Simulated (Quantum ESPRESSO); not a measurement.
The system is NaF (Villiaumite).

```xyz
2
Lattice="0.0000 2.3200 2.3200 2.3200 0.0000 2.3200 2.3200 2.3200 0.0000" Properties=species:S:1:pos:R:3 pbc="T T T"
Na    0.0000    0.0000    0.0000
F     2.3200    2.3200    2.3200
```

Base run:

| Quantity | Value |
| --- | --- |
| Program | Quantum ESPRESSO 7.5 |
| Functional | PBE |
| Potentials or basis | JTH 2.0 PBE |
| Cutoff | 490 eV |
| Density cutoff | 2939 eV |
| k mesh | 6 × 6 × 6 |
| Occupations | fermi-dirac, width 0.05 eV |
| Spin | no spin polarisation |

Its results: band gap on the k mesh 6.27 eV, direct.

**Question.** The run is repeated on the same cell with these changes: potentials or basis from JTH 2.0 PBE to SG15 PBE 1.2; cutoff from 490 eV to 952 eV; density cutoff from 2939 eV to 3810 eV; k mesh from 6 × 6 × 6 to 4 × 4 × 4. What comes out?

**Answer.** Band gap on the k mesh 6.33 eV, direct.

Caveats: some runs use coarse meshes.
